A single SnS₂ sheet is a plane of tin atoms between two planes of sulfur, with six sulfur neighbours around each tin. It is strained equally along both in-plane directions and held flat, while the atoms find their best positions. Stress is counted positive when the sheet pushes outward, that is, in compression. The "energy change" is counted from the unstrained cell, and "thickness" is the distance between the two sulfur planes.

Free-standing SnS₂ single layer under equal strain along both in-plane directions, atoms relaxed at each strain. Strain and energy change are counted from the cell with a = 3.665 Å; stress is positive in compression and equal along x and y. Ansatz 0.2.0, PBE with D3(BJ) dispersion, scalar-relativistic PAW, plane-wave cutoff 420 eV, 12×12×1 k mesh.

| strain (%) | energy change (meV/cell) | sheet stress xx (N/m) | gap on sampled points (eV) | thickness (Å) |
| --- | --- | --- | --- | --- |
| -4 | 116.0 | 4.393 | 1.420 | 3.068 |
| -2 | 27.4 | 2.001 | 1.511 | 3.017 |
| 2 | 25.3 | -1.656 | 1.613 | 2.917 |
| 4 | 95.7 | -2.995 | 1.611 | 2.865 |
| 7 | 270.7 | -4.522 | 1.443 | 2.783 |

Energy and stress run smoothly from row to row. The gap behaves differently: it grows, stands still between 2 and 4 %, and then shrinks. The three parts below ask how one steady deformation can do both.

**(a) Use only the stresses at −2 and 2 % strain to work out the energy at 4 %, and compare it with the table. Why does squeezing the sheet cost more than stretching it by the same amount?**

*Solution.* Let $e$ be the strain as a fraction, so that 2 % is 0.02, and let $\sigma$ be the sheet stress. The simplest law that lets the two directions differ is

$$\sigma = -C e + B e^2 .$$

Here $C$ is the modulus for equal strain along both directions, the sum $C_{11}+C_{12}$ of the two in-plane elastic constants. The coefficient $B$ measures how the stiffness changes with strain. Half the difference of the two stresses fixes $C$, and half their sum fixes $B$:

$$C = \frac{2.001+1.656}{0.04} = 91.4\ \text{N/m}, \qquad B = \frac{2.001-1.656}{2\times 0.02^2} = 431\ \text{N/m}.$$

The energy follows from the work done on the cell area $A = A_0(1+e)^2$. A small further strain costs $dE = -\sigma\,dA = -2A_0(1+e)\,\sigma\,de$, and integration from the unstrained cell gives

$$E = 2A_0\left[\frac{C e^2}{2} + \frac{(C-B)e^3}{3} - \frac{B e^4}{4}\right].$$

The unstrained area is $A_0 = \tfrac{\sqrt3}{2}(3.665\ \text{Å})^2 = 11.63$ Å². At $e = 0.04$ the three terms in the bracket are 0.0731, −0.0072 and −0.0003 N/m, together 0.0656 N/m. Since 1 N/m acting on 1 Å² is $10^{-20}$ J, or 62.4 meV, the result is

$$E = 2\times 11.63\times 0.0656\times 62.4\ \text{meV} \approx 95\ \text{meV}.$$

The calculation gives 95.7 meV. No energy entered the two constants, and the 4 % row had no part in them at all. At −4 % the cubic term changes sign and raises the result to 116 meV, again in agreement. With a constant modulus and no cubic term, both rows would have come out at 106 meV. The outputs warn that the stresses were converged only loosely in every row, but their agreement with the energies shows that this does little harm here.

The cubic term therefore carries the asymmetry. It would vanish if $B$ were equal to $C$, and $B$ would then reflect nothing but the growing area. In fact $B$ is nearly five times $C$, so the energy curve itself rises less steeply under tension than under compression. The usual reason is the shape of any chemical bond: repulsion between the electron shells rises steeply when atoms are pushed together, while the attraction fades gradually when they are drawn apart.

At 7 % the two-constant law begins to fail. It puts the tension about 5 % below the computed one and the energy 2 % below, because terms of higher order start to count. The tension is still growing there, though only about half as fast as near zero strain, so the table does not reach the largest tension that an evenly stretched sheet can carry. On the compressive side the values hold for a sheet kept flat, for instance by a support. A free one would escape into ripples, which a cell of three atoms cannot show.

**(b) How much of the strain goes into the Sn–S bonds, and what does the change of thickness do for the sheet?**

*Solution.* Each sulfur atom sits above or below the centre of a triangle of tin atoms. With in-plane lattice constant $a$ and thickness $t$, the bond length $d$ follows from Pythagoras:

$$d^2 = \frac{a^2}{3} + \left(\frac{t}{2}\right)^2 .$$

Two extremes are easy to picture. If the thickness stayed fixed, the bonds would have to stretch. If the bonds were rigid rods on hinges, they would only tilt toward the plane, and the sheet would thin strongly.

The sheet settles between the two. At 4 % strain, rigid rods would bring the thickness down from 2.97 Å, the value halfway between the rows at −2 and 2 %, to 2.71 Å. The computed thickness is 2.865 Å, about 40 % of the way. The bonds tilt, but they also give.

The balance can also be read from the bonds, and it changes little across the table. Between −4 and 7 % strain the bond grows from 2.55 to 2.66 Å, which accounts for about 40 % of the in-plane extension on a logarithmic scale. This is a different measure from the one above: with the thickness held fixed, the bonds would take about two thirds of the extension, and with rigid rods none. The rest comes from tilting, which opens the S–Sn–S angle within one face from 87 to 95°. Near zero strain this angle passes through 90°, the value in a regular octahedron.

The freedom to change thickness makes the sheet softer. Each relaxation started with the strained in-plane lattice but the thickness of the unstrained sheet, and the energy then fell as the sulfur planes moved. At −2 % the fall was 7.3 meV. The force on the sulfur atoms at the start, multiplied by half the distance they then moved and summed over both planes, gives nearly the same value, as it should for a spring.

This fall is about a fifth of the energy that the strain would otherwise have cost, and the row at 4 % shows the same share. A sheet whose thickness could not respond would thus be stiffer by about a quarter, since $1/0.8 = 1.25$. The modulus in part (a) is that of a sheet with free faces.

Stretching along both directions therefore does two things at once: it lengthens the bonds, and it brings the two sulfur planes closer together. Both changes run steadily through all five rows, so the geometry has no kink at which the gap could turn.

**(c) Why does the gap grow, stand still and then shrink? What does this mean for a contact to an SnS₂ channel?**

*Solution.* A gap is a difference, so its two edges have to be followed separately. In the same calculations the edges can be read on a scale that has its zero at the vacuum outside the sheet. The conduction edge lies at the point M of the Brillouin zone in every row, and it falls with each step of stretching. This fits a picture of that state as an antibonding mixture of tin 5s and sulfur 3p orbitals, which comes down in energy as the bonds lengthen.

The valence edge falls too at first, and it falls faster. Between −2 and 2 % it drops by about 77 meV per per cent of strain, against 54 meV for the conduction edge. The gap opens by about the difference. These edges are read on the k mesh alone, while the table also uses points along the band path, so the two can differ by about 0.01 eV. The drop of the valence edge slows down as the sheet is stretched, however, and between 4 and 7 % the edge rises by 23 meV per per cent. The conduction edge keeps falling, and now the two approach each other.

The valence edge turns because it does not belong to one and the same state throughout. Up to 2 % strain the highest valence state lies on the line from $\Gamma$ to M. At 4 and 7 % it lies close to the line from $\Gamma$ to K. The valence band has two summits, and stretching changes which of them is the higher.

The bands at 4 % allow a test of this reading. There the new summit stands only 0.03 eV above the old one. Measured from the old summit, the gap would be 1.64 eV, wider than the 1.61 eV at 2 %. The difference is larger than the 0.01 eV or so by which the choice of sampled points shifts these gaps. The old gap was thus still opening, if slowly, when the second summit cut it short.

The equal gaps at 2 and 4 % are therefore not a stretch of strain without effect. They lie on either side of a maximum, one on the rising branch and one on the falling branch. Two straight lines give a rough idea of where the branches meet. The old gap grows by about 0.014 eV per per cent between 2 and 4 %, and the new one shrinks by $(1.611-1.443)/3 = 0.056$ eV per per cent between 4 and 7 %. Followed back from 4 %, where they are 0.03 eV apart, they cross after $0.03/(0.014+0.056)\approx 0.4$ per cent, at a strain of roughly 3.5 %. The slope of the new branch is only its average from 4 to 7 %; if that branch bends, the crossing shifts, and the rows themselves fix only that it lies between 2 and 4 %.

Why the second summit gains on the first is less certain. A plausible guess starts from part (b). States at the top of a band tend to be antibonding. If the first summit is built mainly from sulfur orbitals lying in the plane, and these are antibonding between neighbours in the same face, it should come down as those neighbours move apart. If the second has more of the orbitals pointing out of the plane, antibonding between the two faces, it may be pushed up as the faces approach. The bands at 4 % point this way. The band of the first summit runs back to the doubly degenerate level at $\Gamma$, which by symmetry is made of in-plane orbitals, while the band of the second appears to lead to the single level below it, where the out-of-plane orbitals are expected. An analysis of the orbitals at both summits would decide it.

For the contact to a channel, the separate edges matter more than the gap. From −2 to 2 % strain the gap widens by only 0.10 eV, but the conduction edge sinks by 0.21 eV against vacuum. That is about 50 meV for each per cent, twice the thermal energy at room temperature. As long as the interface does not pin the levels, stretching should lower the barrier for electrons from a given metal by a similar amount. An unnoticed strain left by growth or transfer can therefore change a contact by more than the change of the gap suggests.

The size of the gap itself should not be taken from the table, since PBE usually makes gaps too small. The exchange of the summits is delicate as well: a better functional or spin–orbit coupling could easily change the order of two states that are only 0.03 eV apart. Whether the widest gap really lies near 3.5 % strain, or whether the second summit takes over much earlier or later, remains open.
